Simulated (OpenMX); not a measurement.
Zr:

```
CELL_PARAMETERS angstrom
3.23200 0.00000 0.00000
-1.61600 2.79899 0.00000
0.00000 0.00000 5.14700
ATOMIC_POSITIONS crystal
Zr 0.66667 0.33333 0.75000
Zr 0.33333 0.66667 0.25000
```

Base run:

- Program: OpenMX 3.8.5
- Functional: PBE
- Potentials or basis: OpenMX 2013 PBE set, Zr7.0-s3p2d2f1, grid cutoff 400 Ry
- k mesh: 9 × 9 × 5
- Occupations: fermi-dirac, width 0.05 eV
- Spin: no spin polarisation

Its results: pressure 0.7 GPa; largest force 0.007 eV/Å.

Question: After a change of settings the same cell gave: pressure -5.1 GPa; largest force 0.006 eV/Å. Which change was it?
A. potentials or basis from OpenMX 2013 PBE set, Zr7.0-s3p2d2f1, grid cutoff 400 Ry to OpenMX 2013 PBE set, Zr7.0-s3p2d1, grid cutoff 400 Ry
B. functional from PBE to LDA; potentials or basis from OpenMX 2013 PBE set, Zr7.0-s3p2d2f1, grid cutoff 400 Ry to OpenMX 2013 LDA set, Zr7.0-s3p2d2, grid cutoff 400 Ry
C. potentials or basis from OpenMX 2013 PBE set, Zr7.0-s3p2d2f1, grid cutoff 400 Ry to OpenMX 2013 PBE set, Zr7.0-s3p2d2, grid cutoff 350 Ry
D. potentials or basis from OpenMX 2013 PBE set, Zr7.0-s3p2d2f1, grid cutoff 400 Ry to OpenMX 2013 PBE set, Zr7.0-s3p2d2, grid cutoff 400 Ry

Answer: B.

Caveats: the basis of atomic orbitals isn't converged, which shifts pressures, moduli and gaps.

Not every run made on this cell is shown here.
